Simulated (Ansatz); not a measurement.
Crystal: C.

```xyz
2
Lattice="0.0000 1.7834 1.7834 1.7834 0.0000 1.7834 1.7834 1.7834 0.0000" Properties=species:S:1:pos:R:3 pbc="T T T"
C     2.6751    2.6751    2.6751
C     1.7834    1.7834    1.7834
```

This isn't the form of C at room conditions, which is graphite.

```yaml
Program: Ansatz 0.2.0
Task: relaxation of cell and atoms
Functional: BLYP
Potentials_or_basis: Ansatz PAW
Cutoff: "420 eV (not typed: the program's choice for these potentials)"
k_mesh: 13 × 13 × 13
Occupations: fermi-dirac, width 0.05 eV
Spin: no spin polarisation
```

At the start: volume 5.67 Å³/atom.

**Question.** Where does the relaxation end?

**Answer.** It ends after 7 steps and the volume is 5.82 Å³/atom (+2.6 %); space group Fd-3m (No. 227, to 0.05 Å).

Step by step:
```
step  energy change (eV)  largest force (eV/Å)  volume (Å³)
   1              0.0000                0.0000        11.34
   2             -0.0068                0.0000        11.52
   3             -0.0075                0.0000        11.63
   4             -0.0075                0.0000        11.63
   5             -0.0100                0.0000        11.63
   6             -0.0099                0.0000        11.64
   7             -0.0100                0.0000        11.64
```

Final structure:
```
C
1.0
     0.00000    1.79871    1.79871
     1.79871    0.00000    1.79871
     1.79871    1.79871    0.00000
C
2
Direct
  0.75000 0.75000 0.75000
  0.50000 0.50000 0.50000
```

The cell as given is a measured one (5.67 Å³/atom); BLYP puts the equilibrium volume +2.6 % from it, thermal expansion not counted.

Caveat: the plane-wave basis is chosen anew once the cell has moved, so the energies of steps on either side of that aren't comparable; the pressure holds a Pulay correction of +1.2 GPa for the finite cutoff; the PAW data sets come from PBE, with cores solved anew for the run's functional, which leaves a small shift of forces and pressure.
